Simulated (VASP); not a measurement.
# Settings for Cu: self-consistent run

Cu, I4/mmm (no. 139), 1 atom in the cell. RSCAN; PAW potentials Cu (PBE set). VASP 6.6.1.

Wanted: stress within 0.2 GPa.

What the run is for: stress; Accuracy asked: standard.

POSCAR:
```
Cu
1.0
    0.0000000000      1.8075000000      1.8255750000
    1.8075000000      0.0000000000      1.8255750000
    1.8075000000      1.8075000000      0.0000000000
Cu
1
Direct
    0.0000000000      0.0000000000      0.0000000000
```

The series start from Plane-wave cutoff (eV): 380; Smearing width (eV): 0.03; k-point mesh: 17 × 17 × 17; Precision mode (PREC): Accurate; Electronic threshold (eV): 1e-6; Bands in all (NBANDS): 15; Aspherical gradient terms in the spheres (LASPH): yes; Electronic algorithm: ALGO=Normal; Use of symmetry (ISYM): defaults; Delay and inner steps: defaults. Each series keeps the choices made before it, and each single choice may use up half of a tolerance.

## Plane-wave cutoff (eV)

| Plane-wave cutoff (eV) | Stress, largest deviation (GPa) | SCF iterations | Time (s) |
|---|---|---|---|
| 240 | 62.36 | 16 | 29 |
| 300 | 2.54 | 15 | 56 |
| 340 | 0.60 | 15 | 40 |
| 380 | 0.44 | 17 | 38 |
| 440 | 0.94 | 17 | 96 |
| 520 | 0.39 | 16 | 126 |
| 620 (reference) | 0.00 | 15 | 123 |

## Smearing width (eV)

| Smearing width (eV) | Stress, largest deviation (GPa) | SCF iterations | Time (s) |
|---|---|---|---|
| 0.15 | 0.50 | 15 | 128 |
| 0.1 | 0.41 | 15 | 119 |
| 0.07 | 0.31 | 15 | 120 |
| 0.05 | 0.20 | 15 | 119 |
| 0.03 | 0.04 | 15 | 123 |
| 0.02 (reference) | 0.00 | 15 | 107 |

## k-point mesh

| k-point mesh | Stress, largest deviation (GPa) | SCF iterations | Time (s) |
|---|---|---|---|
| 6 × 6 × 6 | 2.51 | 15 | 17 |
| 7 × 7 × 7 | 0.99 | 16 | 25 |
| 9 × 9 × 9 | 0.41 | 16 | 38 |
| 11 × 11 × 11 | 0.49 | 15 | 46 |
| 14 × 14 × 14 | 0.20 | 15 | 75 |
| 17 × 17 × 17 | 0.40 | 15 | 123 |
| 21 × 21 × 21 (reference) | 0.00 | 15 | 216 |

## Precision mode (PREC)

| Precision mode (PREC) | Stress, largest deviation (GPa) | SCF iterations | Time (s) |
|---|---|---|---|
| SingleN | 1.43 | 17 | 85 |
| Normal | 0.36 | 15 | 78 |
| Single | 0.19 | 15 | 270 |
| Accurate (reference) | 0.00 | 15 | 216 |

## Electronic threshold (eV)

| Electronic threshold (eV) | Stress, largest deviation (GPa) | SCF iterations | Time (s) |
|---|---|---|---|
| 0.001 | 6.14 | 10 | 276 |
| 0.0001 | 0.36 | 11 | 256 |
| 1e-5 | 1.59 | 13 | 229 |
| 1e-6 | 0.03 | 15 | 216 |
| 1e-7 (reference) | 0.00 | 17 | 349 |

## Bands in all (NBANDS)

| Bands in all (NBANDS) | Stress, largest deviation (GPa) | SCF iterations | Time (s) |
|---|---|---|---|
| 7 | 0.04 | 16 | 129 |
| 8 | 0.03 | 15 | 168 |
| 10 | 0.02 | 15 | 208 |
| 12 | 0.00 | 15 | 256 |
| 15 | 0.00 | 15 | 216 |
| 24 (reference) | 0.00 | 15 | 500 |

## Aspherical gradient terms in the spheres (LASPH)

| Aspherical gradient terms in the spheres (LASPH) | Stress, largest deviation (GPa) | SCF iterations | Time (s) |
|---|---|---|---|
| no | 0.04 | 14 | 96 |
| yes (reference) | 0.00 | 16 | 129 |

## Electronic algorithm

| Electronic algorithm | Stress, largest deviation (GPa) | SCF iterations | Time (s) |
|---|---|---|---|
| ALGO=Normal | 0.00 | 14 | 96 |
| ALGO=Fast | 0.29 | 17 | 141 |
| ALGO=VeryFast | 0.26 | 23 | 184 |
| ALGO=All ISEARCH=1 | 0.05 | 19 | 144 |
| ALGO=All ISEARCH=0 | 0.01 | 19 | 157 |
| ALGO=Damped TIME=0.4 | 0.29 | 23 | 162 |
| ALGO=Damped TIME=0.1 | 0.69 | 38 | 244 |
| ALGO=Old Fast | 0.16 | 15 | 128 |

## Use of symmetry (ISYM)

| Use of symmetry (ISYM) | Stress, largest deviation (GPa) | SCF iterations | Time (s) |
|---|---|---|---|
| defaults | 0.00 | 14 | 96 |
| ISYM=1 | 0.00 | 14 | 118 |
| ISYM=0 | 0.00 | 14 | 648 |
| ISYM=-1 | 0.00 | 14 | 1012 |

## Delay and inner steps

| Delay and inner steps | Stress, largest deviation (GPa) | SCF iterations | Time (s) |
|---|---|---|---|
| defaults | 0.00 | 14 | 96 |
| NELMDL=-2 | 0.12 | 12 | 111 |
| NELMDL=-8 | 0.00 | 17 | 136 |
| NELMDL=-12 | 0.00 | 21 | 160 |
| NRMM=2 | 0.01 | 14 | 124 |
| NRMM=6 | 0.00 | 14 | 149 |
| WEIMIN=0.001 | 0.00 | 14 | 98 |

## Question

The rows run from the loosest to the tightest (no order: electronic algorithm, use of symmetry, delay and inner steps). For each series: choose the loosest value from which every tighter one stays within half of the tolerance; where there is no order, keep the first row unless others stay within half of the tolerance and take at least 30 % less time, and then take the fastest.

## Answer

- Plane-wave cutoff (eV): 620, the tightest run, since the next looser one is off by more than half of the tolerance (convergence isn't shown beyond it)
- Smearing width (eV): 0.03
- k-point mesh: 21 × 21 × 21, the tightest run, since the next looser one is off by more than half of the tolerance (convergence isn't shown beyond it)
- Precision mode (PREC): Accurate, the last of the list; the one before it is off by more than half of the tolerance
- Electronic threshold (eV): 1e-6
- Bands in all (NBANDS): 7
- Aspherical gradient terms in the spheres (LASPH): no
- Electronic algorithm: ALGO=Normal
- Use of symmetry (ISYM): defaults
- Delay and inner steps: defaults

## All choices together

| Input | Stress, largest deviation (GPa) | Time (s) |
|---|---|---|
| the program's defaults (naive) | 0.72 | 3.4 |
| chosen settings | 0.04 | 96 |
| reference settings throughout | 0.00 | 346 |

The chosen settings stay within the tolerance of the reference run, but the reference itself isn't shown to be converged in: Plane-wave cutoff (eV), k-point mesh.

Values of the reference run: Stress: -5.839, 0, 0, 0, -5.839, 0, 0, 0, -6.036 GPa.

## The input

INCAR:
```
METAGGA = RSCAN
ISMEAR = -1
SIGMA = 0.03
LWAVE = False
LCHARG = False
ISIF = 2
PREC = Accurate
LASPH = False
LREAL = False
ALGO = Normal
EDIFF = 1E-6
NELM = 120
GGA_COMPAT = False
ENCUT = 620
LMIXTAU = True
KPAR = 2
NBANDS = 7
```

KPOINTS:
```
Automatic mesh
0
Gamma
  21 21 21
  0 0 0
```

Commands:
```
cat potpaw_PBE.64/Cu/POTCAR > POTCAR
mpirun -np 2 vasp_std > vasp.out
```

The chosen input took VASP 6.6.1 96 s on 2 cores (Intel Xeon Platinum 8488C (Sapphire Rapids)), a shared host.

## An input that fails: too few bands

VASP's message: The number of bands is not sufficient to hold all electrons. I am sorry, but this calculation does not make sense. If you want to calculate only selected states, you need to set either EFERMI or EREF. EREF specifies around which energy states are supposed to be calculated. I found NBANDS = 4, NELECT = ….

Changes against the starting input:
```
- NELM = 120
- NBANDS = 15
+ NELM = 87
+ NBANDS = 4
```
